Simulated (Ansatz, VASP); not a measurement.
**HgTe in VASP and in Ansatz**

```
CELL_PARAMETERS angstrom
0.00000 3.22386 3.22386
3.22386 0.00000 3.22386
3.22386 3.22386 0.00000
ATOMIC_POSITIONS crystal
Hg 0.00000 0.00000 0.00000
Te 0.50000 0.50000 0.50000
```

Alike in both runs: task single point; functional PBE; k mesh 4 × 4 × 4; occupations gaussian, width 0.1 eV; no spin polarisation.

|  | VASP | Ansatz |
| --- | --- | --- |
| version | VASP 6.6.1 | Ansatz 0.2.0 |
| potentials or method | VASP PAW PBE potentials, release 64 (Hg, Te) | scalar-relativistic, plane waves, PAW |
| plane-wave cutoff (eV) | 520 | 420 |
| valence electrons in the cell | 18 | 36 |

|  | VASP | Ansatz | Ansatz less VASP |
| --- | --- | --- | --- |
| gap on the k mesh at the Fermi level (eV) | none | none | - |
| pressure (GPa) | -3.7 | -3.7 | -0.06 |

A gap of «none» marks a metal or a gap that the smearing closes. The two sets of potentials don't hold the same shells in valence.

Caveats: the k mesh is coarse (spacing up to 0.42 Å⁻¹), so the values aren't converged. Spin-orbit coupling is left out, which matters for the levels of Hg, Te.
